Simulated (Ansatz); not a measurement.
**CO₂: 17O NMR of the central transition**

Cell: a computed structure from the Materials Project (it need not be an observed phase), atoms as given.

```xyz
24
Lattice="4.8917 2.8243 4.0518 -4.8917 2.8243 4.0518 0.0000 -5.6485 4.0518" Properties=species:S:1:pos:R:3 pbc="T T T"
C     0.0000    0.0000    0.0000
C     0.0000    0.0000    6.0777
C    -1.2333    3.5124    5.0648
C     3.6585   -0.6881    5.0648
C    -2.4252   -2.8243    5.0648
C     2.4252    2.8243    7.0907
C     1.2333   -3.5124    7.0907
C    -3.6585    0.6881    7.0907
O     0.0000    0.0000   10.9886
O     0.0000    0.0000    4.9109
O     0.0000    0.0000    1.1668
O     0.0000    0.0000    7.2446
O    -0.3020    2.9742    5.5175
O     2.7267   -1.2256    5.5175
O    -2.4247   -1.7486    5.5175
O    -2.4670    1.0756    3.4916
O     2.1650    1.5987    3.4916
O     0.3020   -2.6743    3.4916
O     0.3020   -2.9742    6.6380
O    -2.7267    1.2256    6.6380
O     2.4247    1.7486    6.6380
O     2.4670   -1.0756    8.6639
O    -2.1650   -1.5987    8.6639
O    -0.3020    2.6743    8.6639
```

Atoms are numbered from 1 in the order listed; like atoms form one site, named after its first atom.

Computed with Ansatz: DFT, LDA, plane waves and PAW, scalar-relativistic, 420 eV cutoff, Γ-centred 4×4×4 k-points, Fermi–Dirac smearing 0.02 eV.

17O has I = 5/2 and Q = -25.58 mb (Pyykkö 2018); at 28.2 T its Larmor frequency is ν₀ = 162.8 MHz. Only the quadrupole interaction is simulated: positions count from each site's isotropic chemical shift, and J coupling is left out, as are shift anisotropy and dipolar coupling, which fast spinning averages.

Question: Give C_Q, η, the quadrupolar product P_Q = |C_Q|(1 + η²/3)^½, the second-order isotropic shift and the breadth of the pattern (fast magic-angle spinning) for each O site.

Answer: 

```json
{"site": "O9", "first shell": "1 C at 1.17 Å", "C_Q (MHz)": "-4.09", "η": "0.00", "P_Q (MHz)": "4.09", "δ_QIS (ppm)": "-3.78", "breadth (kHz)": "1.32"}
{"site": "O13", "first shell": "1 C at 1.17 Å", "C_Q (MHz)": "-4.06", "η": "0.02", "P_Q (MHz)": "4.06", "δ_QIS (ppm)": "-3.73", "breadth (kHz)": "1.31"}
```

δ_QIS = −(ν_Q²/30ν₀²)[I(I+1) − 3/4](1 + η²/3) × 10⁶ ppm with ν_Q = 3|C_Q|/[2I(2I−1)]; it falls as 1/B₀² in ppm, and the breadth as 1/B₀ in kHz.

An axis of threefold or higher order runs through O9, so V_zz lies along it and η is zero. At O13 V_zz points along its bond to C (within 1°).

The largest force is 0.6 eV/Å, so the atoms aren't at the calculated equilibrium and relaxing them would move these values.
